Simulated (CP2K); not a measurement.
## KTaO3 under changes of volume

One of the cells (12.688 Å³/atom); the others are scaled copies at fixed shape and fractional positions:

```
Ta K O
1.0
     3.98830    0.00000    0.00000
     0.00000    3.98830    0.00000
     0.00000    0.00000    3.98830
Ta K O
1 1 3
Direct
  0.00000 0.00000 0.00000
  0.50000 0.50000 0.50000
  0.00000 0.00000 0.50000
  0.00000 0.50000 0.00000
  0.50000 0.00000 0.00000
```

```yaml
Program: CP2K 2026.2
Functional: LDA
Potentials_or_basis: GTH_POTENTIALS Ta GTH-PADE-q13, K GTH-PADE-q9, O GTH-PADE-q6; TZVP-MOLOPT-PBE-GTH basis
Density_cutoff: 8163 eV
k_mesh: 7 × 7 × 7
Occupations: fermi-dirac, width 0.05 eV
Spin: no spin polarisation
```

| volume (Å³/atom) | energy over the lowest point (meV/atom) | pressure (GPa) | gap on the mesh (eV) |
| --- | --- | --- | --- |
| 11.927 | 0.00 | -53.4 | 2.57 |
| 12.180 | ? | ? | ? |
| 12.434 | 177.73 | -59.3 | 2.48 |
| 12.688 | 272.51 | -60.5 | 2.44 |
| 12.942 | 368.12 | -60.8 | 2.39 |
| 13.196 | 464.32 | -60.5 | 2.35 |
| 13.449 | 559.42 | -59.7 | 2.31 |

Problem. What does the run at 12.180 Å³/atom give?

Solution. Energy over the lowest point 87.61 meV/atom; pressure -56.7 GPa; gap on the mesh 2.52 eV.

Worked out: A Birch-Murnaghan fit of order 3 (a polynomial in V^(-2/3)) to the other rows has no minimum within the range. It gives 86.39 meV/atom at 12.180 Å³/atom, against the run's 87.61, and -dE/dV = -56.4 GPa, against -56.7. A straight line through the other rows of the gap, of slope -2.18 eV per unit of ln V, gives 2.53 eV, against the run's 2.52.

Energies are extrapolated to zero smearing.

Caveats: spin-orbit coupling is left out, which moves the levels of the heavy elements; an odd mesh through Γ misses points on the zone boundary, where band edges often lie; the basis of atomic orbitals isn't converged, which shifts pressures, moduli and gaps; the real-space grid breaks the cell's symmetry a little (some runs).
